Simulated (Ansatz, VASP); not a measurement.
# Two plane-wave programs on Cs

```xyz
1
Lattice="-2.6182 2.6182 2.6182 2.6182 -2.6182 2.6182 2.6182 2.6182 -2.6182" Properties=species:S:1:pos:R:3 pbc="T T T"
Cs    0.0000    0.0000    0.0000
```

Change from the starting cell: volume scaled by 0.65, PAW files.

Alike in both runs: task single point; functional PBEsol; k mesh 9 × 9 × 9; occupations fermi-dirac, width 0.05 eV; no spin polarisation.

|  | VASP | Ansatz |
| --- | --- | --- |
| version | VASP 6.6.1 | Ansatz 0.2.0 |
| potentials or method | VASP PAW PBE potentials, release 64 (Cs_sv) | PAW with Ansatz's default frozen-core files, scalar-relativistic |
| plane-wave cutoff (eV) | 520 | 420 |
| valence electrons in the cell | 9 | 9 |

```tsv
	VASP	Ansatz	Ansatz less VASP
pressure (GPa)	1.6	1.6	+0.01
```

With one functional, cell and mesh, what is left measures potentials, basis and numerics.

Caveats: the PAW data sets were made with another functional, which shifts forces and pressure a little (VASP). The runs have no spin-orbit coupling, so splittings on Cs are missing.
